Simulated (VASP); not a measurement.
Write the native input for VASP 6.6.1 that does the following.

```yaml
Task: work function
Functional: PBE0
Potentials_or_basis: VASP PAW PBE potentials, release 64 (Se, W_sv)
Cutoff: 520 eV
k_mesh: 6 × 6 × 1
Occupations: gaussian, width 0.03 eV
Spin: no spin polarisation
Grid_for_exact_exchange_PRECFOCK: Fast
Exchange_at_q_=_0: default
Dipole_correction: yes
Further_INCAR_settings: ALGO = Normal; EDIFF = 1e-07
```

The system is WSe2, a sheet with vacuum.

```
Se W
1.0
     3.24279    0.00000    0.00000
    -1.62139    2.80834    0.00000
     0.00000    0.00000   19.36000
Se W
2 1
Direct
  0.66667 0.33333 0.41305
  0.66667 0.33333 0.58695
  0.33333 0.66667 0.50000
```

The cell was built by a generator and needn't be a form met in nature.

These files were run (other wordings do the same):

POSCAR

```
WSe2                                    
1.0
    3.2427894022      0.0000000000      0.0000000000
   -1.6213947011      2.8083379991      0.0000000000
    0.0000000000      0.0000000000     19.3600000000
  Se              W             
     2     1
Direct
     0.6666669999999968    0.3333330000000032    0.4130493097719118
     0.6666669999999968    0.3333330000000032    0.5869506902280882
     0.3333330000000032    0.6666669999999968    0.5000000000000000
```

INCAR.step1

```
PREC = Accurate
ENCUT = 520
EDIFF = 1E-5
ISMEAR = 0
SIGMA = 0.03
LREAL = F
LASPH = T
NELM = 100
ALGO = Normal
ISIF = 2
LWAVE = T
LDIPOL = T
IDIPOL = 3
DIPOL = 0.5 0.5 0.500
GGA = PE
KPAR = 4
```

INCAR.step2

```
PREC = Accurate
ENCUT = 520
EDIFF = 1E-7
ISMEAR = 0
SIGMA = 0.03
LREAL = F
LASPH = T
NELM = 100
ALGO = Normal
ISIF = 2
LWAVE = F
LCHARG = T
LDIPOL = T
IDIPOL = 3
DIPOL = 0.5 0.5 0.500
GGA = PE
LHFCALC = T
AEXX = 0.25
PRECFOCK = Fast
LVHAR = T
LVACPOTAV = T
ISTART = 1
KPAR = 4
```

KPOINTS

```
Automatic mesh
0
Gamma
  6 6 1
```

Potentials or basis: VASP PAW PBE potentials, release 64 (Se, W_sv).

Run with:

```sh
$ cat potpaw_PBE.64/Se/POTCAR potpaw_PBE.64/W_sv/POTCAR > POTCAR
$ cp INCAR.step1 INCAR
$ mpirun -np 4 vasp_std > vasp.out
$ cp INCAR.step2 INCAR
$ mpirun -np 4 vasp_std > vasp.out
```

It gave:

* Largest force: 0.136 eV/Å
* Band gap on the k mesh: 2.88 eV, indirect (least direct gap 3.01 eV)
* Ionisation potential of the upper face: 5.78 eV

Caveat: the PAW data sets were made with another functional, which shifts forces and pressure a little; spin-orbit coupling is left out, which moves the levels of the heavy elements.

Run time: 94 s on 4 MPI ranks on Intel(R) Xeon(R) 6975P-C (Granite Rapids), on a shared host, peak memory 0.28 GiB a rank.
